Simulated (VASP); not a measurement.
# Ru (Im-3m) in VASP: a series of runs

One crystal, Ru, is run at these levels: PBE, PBE+D3(BJ), PBEsol; tasks: relaxation of cell and atoms.

Everything below comes from runs of VASP 6.6.1. Logs are shortened: lines on timing, memory, paths and dates and some standing lists are left out, and cuts for length are marked.

## (1) The crystal as given

Symmetry: Im-3m, No. 229, cubic system. The conventional cell has a = 3.007 Å, b = 3.007 Å, c = 3.007 Å, α = 90.00°, β = 90.00°, γ = 90.00°. Around Ru (site symmetry m-3m) lie 8 Ru at 2.60 Å.

This isn't the form of Ru at room conditions, which is hcp.

## (2) Relaxation of cell and atoms, PBE

INCAR

```
SYSTEM = Ru
  PREC = Accurate
  ENCUT = 600
  EDIFF = 1E-7
  ISMEAR = 0
  SIGMA = 0.1
  LREAL = .FALSE.
  LASPH = .TRUE.
  NELM = 80
  ALGO = Normal
  ISIF = 3
  LWAVE = .FALSE.
  LCHARG = .FALSE.
  GGA = PE
  IBRION = 2
  NSW = 90
  EDIFFG = -0.005
```

KPOINTS

```
Automatic mesh
0
G
  20 20 20
  0 0 0
```

POSCAR

```
Ru
1.0
   -1.5036946000      1.5036946000      1.5036946000
    1.5036946000     -1.5036946000      1.5036946000
    1.5036946000      1.5036946000     -1.5036946000
Ru
1
Direct
    0.0000000000      0.0000000000      0.0000000000
```

Potentials or basis: VASP PAW PBE potentials, release 64 (Ru_pv).

The run is started by

```bash
$ cat potpaw_PBE.64/Ru_pv/POTCAR > POTCAR
$ mpirun -np 1 vasp_std > vasp.out
```

OUTCAR:

```text
SYSTEM = Ru
   PREC = Accurate
   ENCUT = 600
   EDIFF = 1E-7
   ISMEAR = 0
   LREAL = .FALSE.
   LASPH = .TRUE.
   NELM = 80
   ISIF = 3
   GGA = PE
   IBRION = 2
   NSW = 90
   EDIFFG = -0.005

 ion  position               nearest neighbor table
   1  0.000  0.000  0.000-

  LATTYP: Found a body centered cubic cell.
 ALAT       =     3.0073892000

  Lattice vectors:

 A1 = (  -1.5036946000,   1.5036946000,   1.5036946000)
 A2 = (   1.5036946000,  -1.5036946000,   1.5036946000)
 A3 = (   1.5036946000,   1.5036946000,  -1.5036946000)

Analysis of symmetry for initial positions (statically):
=====================================================================
 Subroutine PRICEL returns:
 Original cell was already a primitive cell.

 Routine SETGRP: Setting up the symmetry group for a
 body centered cubic supercell.

 Subroutine GETGRP returns: Found 48 space group operations
 (whereof 48 operations were pure point group operations)
 out of a pool of 48 trial point group operations.

The static configuration has the point symmetry O_h .

Analysis of symmetry for dynamics (positions and initial velocities):
=====================================================================
 Subroutine PRICEL returns:
 Original cell was already a primitive cell.

 Routine SETGRP: Setting up the symmetry group for a
 body centered cubic supercell.

 Subroutine GETGRP returns: Found 48 space group operations
 (whereof 48 operations were pure point group operations)
 out of a pool of 48 trial point group operations.

The dynamic configuration has the point symmetry O_h .

 Subroutine INISYM returns: Found 48 space group operations
 (whereof 48 operations are pure point group operations),
 and found     1 'primitive' translations

----------------------------------------------------------------------------------------

                                     Primitive cell

  volume of cell :      13.6000

  direct lattice vectors                    reciprocal lattice vectors
    -1.503694600  1.503694600  1.503694600     0.000000000  0.332514328  0.332514328
     1.503694600 -1.503694600  1.503694600     0.332514328  0.000000000  0.332514328
     1.503694600  1.503694600 -1.503694600     0.332514328  0.332514328  0.000000000

  length of vectors
     2.604475446  2.604475446  2.604475446     0.470246273  0.470246273  0.470246273

  position of ions in fractional coordinates (direct lattice)
     0.000000000  0.000000000  0.000000000

  ion indices of the primitive-cell ions
   primitive index   ion index
                 1           1

----------------------------------------------------------------------------------------

 KPOINTS: Automatic mesh

Automatic generation of k-mesh.
 Grid dimensions read from file:
 generate k-points for:   20   20   20

 Generating k-lattice:

  Cartesian coordinates                     Fractional coordinates (reciprocal lattice)
     0.000000000  0.016625716  0.016625716     0.050000000  0.000000000  0.000000000
     0.016625716  0.000000000  0.016625716     0.000000000  0.050000000  0.000000000
     0.016625716  0.016625716  0.000000000     0.000000000  0.000000000  0.050000000

  Length of vectors
     0.023512314  0.023512314  0.023512314

  Shift w.r.t. Gamma in fractional coordinates (k-lattice)
     0.000000000  0.000000000  0.000000000

 Subroutine IBZKPT returns following result:
 ===========================================

 Found    256 irreducible k-points:

 Following reciprocal coordinates:
            Coordinates               Weight
  0.000000  0.000000  0.000000      1.000000
  0.050000  0.000000  0.000000     12.000000
  0.100000  0.000000  0.000000     12.000000
  0.150000  0.000000  0.000000     12.000000
  0.200000  0.000000  0.000000     12.000000
  0.250000  0.000000  0.000000     12.000000
[... 16 lines left out ...]
  0.200000  0.100000 -0.000000     48.000000
  0.250000  0.100000  0.000000     48.000000
 [... further k-points ...]
   k-points           NKPTS =    256   k-points in BZ     NKDIM =    256   number of bands    NBANDS=     11
   number of dos      NEDOS =    301   number of ions     NIONS =      1
   total plane-waves  NPLWV =  13824
   dimension x,y,z NGX =    24 NGY =   24 NGZ =   24
   dimension x,y,z NGXF=    48 NGYF=   48 NGZF=   48
   ions per type =               1
   NGX,Y,Z   is equivalent  to a cutoff of  15.32, 15.32, 15.32 a.u.
   NGXF,Y,Z  is equivalent  to a cutoff of  30.64, 30.64, 30.64 a.u.
 SYSTEM =  Ru
   PREC   = accura    normal or accurate (medium, high low for compatibility)
   ISTART =      0    job   : 0-new  1-cont  2-samecut
   ICHARG =      2    charge: 1-file 2-atom 10-const
   ISPIN  =      1    spin polarized calculation?
   LNONCOLLINEAR =      F non collinear calculations
   LSORBIT =      F    spin-orbit coupling
   LASPH  =      T    aspherical Exc in radial PAW
   ENCUT  =  600.0 eV  44.10 Ry    6.64 a.u.   5.20  5.20  5.20*2*pi/ulx,y,z
   NELM   =     80;   NELMIN=  2; NELMDL= -5     # of ELM steps
   EDIFF  = 0.1E-06   stopping-criterion for ELM
   LREAL  =      F    real-space projection
   EDIFFG = -.5E-02   stopping-criterion for IOM
   NSW    =     90    number of steps for IOM
   IBRION =      2    ionic relax: 0-MD 1-quasi-New 2-CG
   NFREE  =      1    steps in history (QN), initial steepest desc. (CG)
   ISIF   =      3    stress and relaxation
   ISYM   =      2    0-nonsym 1-usesym 2-fastsym
   POTIM  = 0.5000    time-step for ionic-motion
   TEBEG  =    0.0;   TEEND  =   0.0 temperature during run
   PSTRESS=    0.0 pullay stress
   NELECT =      14.0000    total number of electrons
   NUPDOWN=      -1.0000    fix difference up-down
   EMIN   =  10.00;   EMAX   =-10.00  energy-range for DOS
   EFERMI =   0.00;   METHOD = LEGACY
   ISMEAR =     0;   SIGMA  =   0.10  broadening in eV -4-tet -1-fermi 0-gaus
   EFERMI_NEDOS =   21; number of points for ismear=-14 and -15
   IALGO  =     38    algorithm
   IMIX   =      4    mixing-type and parameters
     AMIX     =   0.40;   BMIX     =  1.00
     AMIX_MAG =   1.60;   BMIX_MAG =  1.00
  volume/ion in A,a.u.               =      13.60        91.78
  Fermi-wavevector in a.u.,A,eV,Ry     =   1.652994  3.123705 37.176399  2.732388
  Thomas-Fermi vector in A             =   2.741508
   LORBIT       =      0    0 simple, 1 ext, 2 COOP (PROOUT), +10 PAW based schemes
   GGA     = PE    functional components
   LHFCALC =     F    Hartree Fock is set to
   AEXX    =    0.0000 exact exchange contribution
   IVDW    =     0    specifies the selected vdW correction
   LEPSILON=     F    determine dielectric tensor
   LRPA    =     F    only Hartree local field effects (RPA)
 conjugate gradient relaxation of ions
 non-spin polarized calculation
 Gauss-broadening in eV      SIGMA  =   0.10
  energy-cutoff  :      600.00
  volume of cell :       13.60
 maximum number of plane-waves:       470
 NGX is ok and might be reduce to    24
   NGX = 11   NGY = 11   NGZ = 11

--------------------------------------- Ionic step        1  -------------------------------------------

 number of electron      13.9999998 magnetization

 Free energy of the ion-electron system (eV)
  ---------------------------------------------------
  ext. energy  EPLUGINS =         0.00000000
  ---------------------------------------------------
  free energy    TOTEN  =        -8.58309389 eV

  energy without entropy =       -8.57290138  energy(sigma->0) =       -8.57799764

------------------------ aborting loop because EDIFF is reached ----------------------------------------

  FORCE on cell =-STRESS in cart. coord.  units (eV):
  Direction    XX          YY          ZZ          XY          YZ          ZX
  --------------------------------------------------------------------------------------
  -------------------------------------------------------------------------------------
  Total        1.1991157      1.1991157      1.1991157     -0.0000000      0.0000000     -0.0000000
  in kB      141.2644145    141.2644145    141.2644145     -0.0000000      0.0000000     -0.0000000
  external PRESSURE =     141.2644145 kB  Pullay stress =       0.0000000 kB
[... 90 lines left out ...]
  energy  without entropy=       -8.5984822129  energy(sigma->0) =       -8.60392695

--------------------------------------- Ionic step        4  -------------------------------------------

 number of electron      14.0000001 magnetization

 Free energy of the ion-electron system (eV)
  ---------------------------------------------------
  ext. energy  EPLUGINS =         0.00000000
  ---------------------------------------------------
  free energy    TOTEN  =        -8.60943404 eV

  energy without entropy =       -8.59857612  energy(sigma->0) =       -8.60400508

 E-fermi :  12.1546     XC(G=0): -13.8194

 val. band max:       12.1487468489   @ k =   0.4000   0.1500   0.0500
 cond. band min:      12.1653928193   @ k =   0.1500   0.0500   0.0000
 fundamental gap:      0.0166459704
 Fermi energy:        12.1545525910

 k-point     1 :       0.0000    0.0000    0.0000
  band No.  band energies     occupation
      1     -30.3967      2.00000
      2     -30.3967      2.00000
      3     -30.3967      2.00000
      4       4.2953      2.00000
      5       9.4308      2.00000
      6       9.4308      2.00000
      7       9.4308      2.00000
      8      12.0709      1.76318
      9      12.0709      1.76318
     10      22.7256      0.00000
     11      29.2935      0.00000
[... 309 lines left out ...]
 k-point    24 :       0.2500    0.1000    0.0000
  band No.  band energies     occupation
      1     -31.0228      2.00000
      2     -30.6067      2.00000
      3     -30.4308      2.00000
      4       6.7227      2.00000
      5       8.3065      2.00000
      6       9.5181      2.00000
      7      11.5640      2.00000
      8      12.4300      0.00010
      9      12.9881      0.00000
     10      22.7252      0.00000
     11      26.8973      0.00000

 [... further k-points ...]

------------------------ aborting loop because EDIFF is reached ----------------------------------------

  FORCE on cell =-STRESS in cart. coord.  units (eV):
  Direction    XX          YY          ZZ          XY          YZ          ZX
  --------------------------------------------------------------------------------------
  -------------------------------------------------------------------------------------
  Total       -0.0037766     -0.0037766     -0.0037766     -0.0000000      0.0000000      0.0000000
  in kB       -0.4252889     -0.4252889     -0.4252889     -0.0000000      0.0000000      0.0000000
  external PRESSURE =      -0.4252889 kB  Pullay stress =       0.0000000 kB
[... 16 lines left out ...]
  FREE ENERGIE OF THE ION-ELECTRON SYSTEM (eV)
  ---------------------------------------------------
  free  energy   TOTEN  =        -8.6094340433 eV

  energy  without entropy=       -8.5985761153  energy(sigma->0) =       -8.60400508

 reached required accuracy - stopping structural energy minimisation
```

Wall time 58 s (1 thread of Intel Xeon Platinum 8488C (Sapphire Rapids), shared host); peak memory 0.18 GiB.

Results:

- Free energy: -8.6094 eV
- Relaxed volume: 14.23 Å³/atom
- Relaxed cell: a = 2.644 Å, b = 2.644 Å, c = 2.644 Å, α = 109.47°, β = 109.47°, γ = 109.47°
- Space group after relaxing (to 0.05 Å): Im-3m (No. 229)
- Energy gained by relaxing: 26.3 meV/atom
- Ionic steps: 4
- Pressure after relaxing: 0.0 GPa
- Band gap on the k mesh: none (metal or under the smearing width)

Step by step:
| step | energy change (eV) | largest force (eV/Å) | pressure (GPa) | volume (Å³) |
| --- | --- | --- | --- | --- |
| 1 | 0.0000 | 0.0000 | 14.13 | 13.60 |
| 2 | 0.1433 | 0.0000 | -25.60 | 16.10 |
| 3 | -0.0263 | 0.0000 | -0.62 | 14.26 |
| 4 | -0.0263 | 0.0000 | -0.04 | 14.23 |

Final structure:
```
CELL_PARAMETERS angstrom
-1.52648 1.52648 1.52648
1.52648 -1.52648 1.52648
1.52648 1.52648 -1.52648
ATOMIC_POSITIONS crystal
Ru 0.00000 0.00000 0.00000
```

Levels at points of the mesh, in eV from the Fermi level:
| k point | band 4 | band 5 | band 6 | band 7 | band 8 | band 9 | band 10 | band 11 |
| --- | --- | --- | --- | --- | --- | --- | --- | --- |
| (0.00, 0.00, 0.00) | -7.86 | -2.72 | -2.72 | -2.72 | -0.08 | -0.08 | 10.57 | 17.14 |
| (0.50, 0.00, 0.00) | -6.01 | -4.43 | -0.11 | 0.36 | 1.18 | 2.36 | 10.00 | 10.58 |
| (0.50, 0.50, 0.50) | -6.08 | -6.08 | 1.76 | 1.76 | 1.76 | 9.23 | 9.23 | 9.23 |

[end of part 1 of 2]
